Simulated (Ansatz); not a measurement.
System: PbTe (rock salt type), 2 atoms in the cell.

```
CELL_PARAMETERS angstrom
0.00000 3.28500 3.28500
3.28500 0.00000 3.28500
3.28500 3.28500 0.00000
ATOMIC_POSITIONS crystal
Pb 0.00000 0.00000 0.00000
Te 0.50000 0.50000 0.50000
```

Computed with HSE06, plane waves, PAW datasets (generated hard set) in Ansatz.

Cutoff 700 eV; exchange singularity: regularized; k-mesh 6×6×6 Γ-centred; Fermi–Dirac smearing of 0.02 eV; no spin polarisation; no spin–orbit coupling.

(1) How large is the gap on this mesh, is it direct, and where do the band edges lie (fractions of the reciprocal vectors of this cell)?

(2) List the levels near the gap at (0.000, 0.000, 0.000), (0.000, 0.000, 0.333), (0.000, 0.000, -0.500), (0.000, 0.167, 0.333), (0.000, 0.167, -0.333), in eV from the top of the valence band (v1 is the highest filled band, c1 the lowest empty one).

Answers

(1) 1.24 eV, direct at (0.000, 0.000, -0.500).

(2) 
| k | v4 | v3 | v2 | v1 | c1 | c2 | c3 |
| --- | --- | --- | --- | --- | --- | --- | --- |
| (0.000, 0.000, 0.000) | -6.02 | -1.37 | -1.37 | -1.37 | 4.70 | 4.70 | 4.70 |
| (0.000, 0.000, 0.333) | -8.24 | -1.08 | -1.08 | -0.35 | 1.94 | 2.36 | 2.36 |
| (0.000, 0.000, -0.500) | -9.12 | -0.93 | -0.93 | 0.00 | 1.24 | 1.78 | 1.78 |
| (0.000, 0.167, 0.333) | -7.77 | -1.97 | -1.89 | -1.16 | 2.67 | 3.99 | 4.13 |
| (0.000, 0.167, -0.333) | -8.62 | -2.71 | -1.05 | -0.50 | 1.92 | 2.14 | 4.50 |

A gap read on the mesh is an upper bound of this method's gap, since the mesh can miss a band edge. Spin–orbit coupling is left out; with heavy elements it can shift the gap and split levels by tenths of an eV. Potentials made with PBE were used with another functional.
